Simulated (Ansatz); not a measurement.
## Redistribution: CHClF2 + C4H10O → CH2F2O + C4H9Cl

Species: CHClF2 `FC(F)Cl`, singlet; C4H10O (tert-butanol) `CC(C)(C)O`, singlet; CH2F2O `OC(F)F`, singlet; C4H9Cl (2-chloro-2-methylpropane) `CC(C)(C)Cl`, singlet. The partners trade Cl for OH; both sit on C, so the bond types are kept.

Shapes, held fixed at every level: PBE0-D4/def2-TZVP. Flexible molecules stand in one conformer, not always the lowest. Programs: Ansatz 0.2.0. Electronic energies: no zero-point or thermal term.

```
               level                    kind  ΔE (kJ/mol)  less CCSD(T)/CBS estimate  CPU time (sum over the molecules)
    SPW92/def2-TZVPP                     LDA        -59.8                       +4.1                               17 s
r2SCAN-D4/def2-TZVPP                meta-GGA        -61.2                       +2.7                               56 s
 BHLYP-D4/def2-TZVPP           global hybrid        -67.0                       -3.1                               39 s
  wB97M-V/def2-TZVPP  range-separated hybrid        -62.5                       +1.4                            2.2 min
       CCSD/def2-SVP   coupled cluster or CI        -72.4                       -8.5                                  –
  CCSD(T)/def2-TZVPP   coupled cluster or CI        -65.0                       -1.1                             12 min
     CCSD/def2-TZVPP   coupled cluster or CI        -65.2                       -1.3                                  –
CCSD(T)/CBS estimate   coupled cluster or CI        -63.9                        0.0                             14 min
```

The highest level, CCSD(T)/CBS estimate, gives ΔE = -63.9 kJ/mol; the levels span -72.4 to -59.8. The column of differences is taken from that level and isn't an error. No measured value is set beside it here. The CBS estimate extrapolates MP2 from def2-TZVPP and def2-QZVPP and adds CCSD(T) − MP2 in the triple-zeta set, cores frozen. Times are processor times on shared x86 and Arm servers, and rough.

Every level puts the exchange clearly downhill, with OH favoured on the difluorinated carbon and Cl on the tert-butyl carbon. The main reason is probably the geminal interaction between oxygen and fluorine: an oxygen lone pair donates into the C–F antibonding orbitals, and the electron-poor carbon gains more from a strongly donating, electronegative OH group than from Cl. tert-Butanol has no comparable acceptor bonds on its carbinol carbon, so the preference isn't matched on the other side.

Because the bond types are conserved, much of the correlation error cancels, and even the LDA lies only 4.1 kJ/mol from the reference. Triples hardly matter: in the triple-zeta set, CCSD and CCSD(T) give -65.2 and -65.0 kJ/mol. The basis weighs more, as CCSD in the double-zeta set gives -72.4 kJ/mol, probably through an uneven description of the polar bonds and lone pairs. The favourable exchange energy doesn't show that difluoromethanol would persist, since α-fluoro alcohols readily lose HF to form carbonyl compounds.
